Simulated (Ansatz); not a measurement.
**Ge under changes of volume**

One of the cells (18.253 Å³/atom); the others are scaled copies at fixed shape and fractional positions:

```
Ge
1.0
     1.48805   -2.59469    0.00000
     1.48805    2.59469    0.00000
     0.00000    0.00000    4.72760
Ge
2
Direct
  0.33345 0.66655 0.25000
  0.66655 0.33345 0.75000
```

This isn't the form of Ge at room conditions, which is diamond.

| Item | Value |
| --- | --- |
| Program | Ansatz 0.2.0 |
| Functional | r2SCAN |
| Potentials or basis | Ansatz PAW |
| Cutoff | 500 eV (not typed: the program's choice for these potentials) |
| k mesh | 10 × 10 × 6 |
| Occupations | fermi-dirac, width 0.05 eV |
| Spin | no spin polarisation |

| volume (Å³/atom) | energy over the lowest point (meV/atom) | pressure (GPa) | largest force (eV/Å) |
| --- | --- | --- | --- |
| 17.158 | 36.19 | 7.7 | 0.001 |
| 17.523 | 20.88 | 5.7 | 0.000 |
| 17.888 | 10.00 | 3.8 | 0.001 |
| 18.253 | 3.16 | 2.1 | 0.002 |
| 18.618 | 0.00 | 0.6 | 0.003 |
| 18.984 | 0.17 | -0.8 | 0.003 |
| 19.349 | ? | ? | ? |

Question: What does the run at 19.349 Å³/atom give?

Answer: Energy over the lowest point 3.35 meV/atom; pressure -2.0 GPa; largest force 0.003 eV/Å.

Worked out: A Birch-Murnaghan fit of order 3 (a polynomial in V^(-2/3)) to the other rows has its minimum at 18.78 Å³/atom with B0 = V·E''(V) = 72 GPa and B' = 3.8 at fixed shape and positions, which overstates the stiffness. It gives 3.39 meV/atom at 19.349 Å³/atom, against the run's 3.35, and -dE/dV = -2.0 GPa, against -2.0.

Energies are extrapolated to zero smearing.

Caveats: the PAW data sets come from PBE, with cores solved anew for the run's functional, which leaves a small shift of forces and pressure.
